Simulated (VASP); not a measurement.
# P in VASP: single point with PBEsol+D3(BJ)

Aim: the single point of P with PBEsol+D3(BJ).

All numbers are computed with VASP 6.6.1; they aren't measurements. Logs are shortened: lines on timing, memory, paths and dates and some standing lists are left out, and cuts for length are marked.

### Step 1. Starting point

The cell holds a slab with vacuum, 4 atoms: a = 3.181 Å, b = 4.434 Å, c = 30.066 Å, α = 90.00°, β = 90.00°, γ = 90.00°.

The cell was built by a generator and needn't be a form met in nature.

### Step 2. Single point, PBEsol+D3(BJ)

INCAR

```
PREC     = Accurate       # precision mode
ENCUT    = 520            # plane-wave cutoff, eV
EDIFF    = 1E-6           # SCF threshold, eV
ISMEAR   = 0              # smearing method
SIGMA    = 0.04           # smearing width, eV
LREAL    = F              # projectors in reciprocal space
LASPH    = T              # aspherical terms in the spheres
NELM     = 100            # most SCF steps
ALGO     = Fast           # electronic algorithm
ISIF     = 2              # what is computed and relaxed
LWAVE    = F              # write WAVECAR
LCHARG   = F              # write CHGCAR
LDIPOL   = T            
IDIPOL   = 3            
DIPOL    = 0.5 0.5 0.712
GGA      = PS             # functional
IVDW     = 12             # dispersion correction
NBANDS   = 18             # bands
```

KPOINTS

```
regular mesh
0
Gamma
  12 9 1
```

POSCAR

```
P
1.0
    3.1806759268      0.0000000000      0.0000000000
    0.0000000000      4.4336694738      0.0000000000
    0.0000000000      0.0000000000     30.0657212476
P
4
Direct
    0.0000000000      0.5833334586      0.6760988251
    0.5000000000      0.9166665414      0.6760988251
    0.5000000000      0.0827777951      0.7477532450
    0.0000000000      0.4172222049      0.7477532450
```

Potentials or basis: VASP PAW PBE potentials, release 64 (P).

Run with:

```console
> cat potpaw_PBE.64/P/POTCAR > POTCAR
> mpirun -np 1 vasp_std > vasp.out
```

OUTCAR:

```text
PREC = Accurate
   ENCUT = 520
   EDIFF = 1E-6
   ISMEAR = 0
   LREAL = F
   LASPH = T
   NELM = 100
   ISIF = 2
   GGA = PS
   IVDW = 12
 IVDW          = 12

 ion  position               nearest neighbor table
   1  0.000  0.583  0.676-   2 2.17   2 2.17   4 2.28
   2  0.500  0.917  0.676-   1 2.17   1 2.17   3 2.28
   3  0.500  0.083  0.748-   4 2.17   4 2.17   2 2.28
   4  0.000  0.417  0.748-   3 2.17   3 2.17   1 2.28

  LATTYP: Found a simple orthorhombic cell.
 ALAT       =     3.1806759268
 B/A-ratio  =     1.3939393940
 C/A-ratio  =     9.4526201158

  Lattice vectors:

 A1 = (   3.1806759268,   0.0000000000,   0.0000000000)
 A2 = (   0.0000000000,   4.4336694738,   0.0000000000)
 A3 = (   0.0000000000,   0.0000000000,  30.0657212476)

Analysis of symmetry for initial positions (statically):
=====================================================================
 Subroutine PRICEL returns:
 Original cell was already a primitive cell.

 Routine SETGRP: Setting up the symmetry group for a
 simple orthorhombic supercell.

 Subroutine GETGRP returns: Found  4 space group operations
 (whereof  2 operations were pure point group operations)
 out of a pool of  8 trial point group operations.

The static configuration has the point symmetry C_1h.
 The point group associated with its full space group is C_2v.

Analysis of symmetry for dynamics (positions and initial velocities):
=====================================================================
 Subroutine PRICEL returns:
 Original cell was already a primitive cell.

 Routine SETGRP: Setting up the symmetry group for a
 simple orthorhombic supercell.

 Subroutine GETGRP returns: Found  4 space group operations
 (whereof  2 operations were pure point group operations)
 out of a pool of  8 trial point group operations.

The dynamic configuration has the point symmetry C_1h.
 The point group associated with its full space group is C_2v.

 Subroutine INISYM returns: Found  4 space group operations
 (whereof  2 operations are pure point group operations),
 and found     1 'primitive' translations

----------------------------------------------------------------------------------------

                                     Primitive cell

  volume of cell :     423.9888

  direct lattice vectors                    reciprocal lattice vectors
     3.180675927  0.000000000  0.000000000     0.314398582  0.000000000  0.000000000
[... 99 lines left out ...]
   TEBEG  =    0.0;   TEEND  =   0.0 temperature during run
   PSTRESS=    0.0 pullay stress
   NELECT =      20.0000    total number of electrons
   NUPDOWN=      -1.0000    fix difference up-down
   EMIN   =  10.00;   EMAX   =-10.00  energy-range for DOS
   EFERMI =   0.00;   METHOD = LEGACY
   ISMEAR =     0;   SIGMA  =   0.04  broadening in eV -4-tet -1-fermi 0-gaus
   EFERMI_NEDOS =   21; number of points for ismear=-14 and -15
   IALGO  =     68    algorithm
   IMIX   =      4    mixing-type and parameters
     AMIX     =   0.40;   BMIX     =  1.00
     AMIX_MAG =   1.60;   BMIX_MAG =  1.00
  volume/ion in A,a.u.               =     106.00       715.30
  Fermi-wavevector in a.u.,A,eV,Ry     =   0.591516  1.117804  4.760563  0.349892
  Thomas-Fermi vector in A             =   1.639975
   LORBIT       =      0    0 simple, 1 ext, 2 COOP (PROOUT), +10 PAW based schemes
   GGA     = PS    functional components
   LHFCALC =     F    Hartree Fock is set to
   AEXX    =    0.0000 exact exchange contribution
   IVDW    =    12    specifies the selected vdW correction
   LEPSILON=     F    determine dielectric tensor
   LRPA    =     F    only Hartree local field effects (RPA)
 non-spin polarized calculation
 RMM-DIIS sequential band-by-band and
 Gauss-broadening in eV      SIGMA  =   0.04
  energy-cutoff  :      520.00
  volume of cell :      423.99
 maximum number of plane-waves:     11484
 NGX is ok and might be reduce to    24
   NGX = 11   NGY = 17   NGZ =111

 number of electron      19.9999996 magnetization

 dipolmoment           0.000000      0.000000     -0.000062 electrons x Angstroem

 Free energy of the ion-electron system (eV)
  ---------------------------------------------------
  ext. energy  EPLUGINS =         0.00000000
  ---------------------------------------------------
  free energy    TOTEN  =       -22.77827108 eV

  energy without entropy =      -22.77827108  energy(sigma->0) =      -22.77827108

 E-fermi :  -2.7440     XC(G=0):  -2.1255

 val. band max:       -2.8922812484   @ k =   0.0833   0.0000   0.0000
 cond. band min:      -2.5995977815   @ k =   0.0000   0.0000   0.0000
 fundamental gap:      0.2926834669
 Fermi energy:        -2.7440313194

 k-point     1 :       0.0000    0.0000    0.0000
  band No.  band energies     occupation
      1     -18.3341      2.00000
      2     -15.8950      2.00000
      3     -11.7970      2.00000
      4      -8.9807      2.00000
      5      -7.8496      2.00000
      6      -7.5682      2.00000
[... 481 lines left out ...]
      5      -7.8282      2.00000
      6      -7.0280      2.00000
[... 10 lines left out ...]
     17       2.6955      0.00000
     18       2.7238      0.00000

 [... further k-points ...]

------------------------ aborting loop because EDIFF is reached ----------------------------------------

 vacuum level on the upper side and lower side of the slab       (xc-potential included)        -0.008        -0.007

 Edisp (eV)   -0.71685

 E8    (eV) :    -0.4451

  FORCE on cell =-STRESS in cart. coord.  units (eV):
  Direction    XX          YY          ZZ          XY          YZ          ZX
  --------------------------------------------------------------------------------------
  -------------------------------------------------------------------------------------
  Total       2.72023     0.38334    -1.27402     0.00000     0.00000     0.00000
  in kB      10.27925     1.44857    -4.81430     0.00000     0.00000     0.00000
  external pressure =        2.30 kB  Pullay stress =        0.00 kB

 VOLUME and BASIS-vectors are now :
 -----------------------------------------------------------------------------
  energy-cutoff  :      520.00
  volume of cell :      423.99
      direct lattice vectors                 reciprocal lattice vectors
     3.180675927  0.000000000  0.000000000     0.314398582  0.000000000  0.000000000
     0.000000000  4.433669474  0.000000000     0.000000000  0.225546809  0.000000000
     0.000000000  0.000000000 30.065721248     0.000000000  0.000000000  0.033260469

 POSITION                                       TOTAL-FORCE (eV/Angst)
 -----------------------------------------------------------------------------------
      0.00000      2.58631     20.32740         0.000000     -0.303810      0.291995
      1.59034      4.06420     20.32740         0.000000      0.303810      0.291995
      1.59034      0.36701     22.48174         0.000000     -0.234117     -0.291995
      0.00000      1.84983     22.48174         0.000000      0.234117     -0.291995
 -----------------------------------------------------------------------------------
    total drift:                               -0.000000      0.000000     -0.000235

  FREE ENERGIE OF THE ION-ELECTRON SYSTEM (eV)
  ---------------------------------------------------
  free  energy   TOTEN  =       -23.4951243627 eV

  energy  without entropy=      -23.4951243618  energy(sigma->0) =      -23.49512436

 vacuum level on the upper side and lower side of the slab         1.944         1.945
```

stdout:

```text
POSCAR found type information on POSCAR P
 POSCAR found :  1 types and       4 ions
 scaLAPACK will be used
 -----------------------------------------------------------------------------
|                                                                             |
|                                                                             |
|     You enforced a specific xc type in the INCAR file but a different       |
|     I HOPE YOU KNOW WHAT YOU ARE DOING!                                     |
|                                                                             |
 -----------------------------------------------------------------------------

 LDA part: xc-table for (Slater+PW92), standard interpolation
 POSCAR, INCAR and KPOINTS ok, starting setup
 FFT: planning ... GRIDC
 FFT: planning ... GRID_SOFT
 FFT: planning ... GRID
 WAVECAR not read
 entering main loop
```

Wall time 7.3 min (1 thread of Intel Xeon Platinum 8488C (Sapphire Rapids), shared host); peak memory 0.55 GiB.

Results:

- Free energy: -23.4951 eV
- Largest force: 0.421 eV/Å
- Band gap on the k mesh: 0.29 eV, indirect (least direct gap 0.31 eV)
- Dispersion energy per atom: -0.179 eV

Forces on the atoms (eV/Å):
```
P    0.000 -0.304  0.292
P    0.000  0.304  0.292
P    0.000 -0.234 -0.292
P    0.000  0.234 -0.292
```

Caveat: the PAW data sets were made with another functional, which shifts forces and pressure a little. A hybrid or GW would open this gap; PBEsol tends to underestimate it.
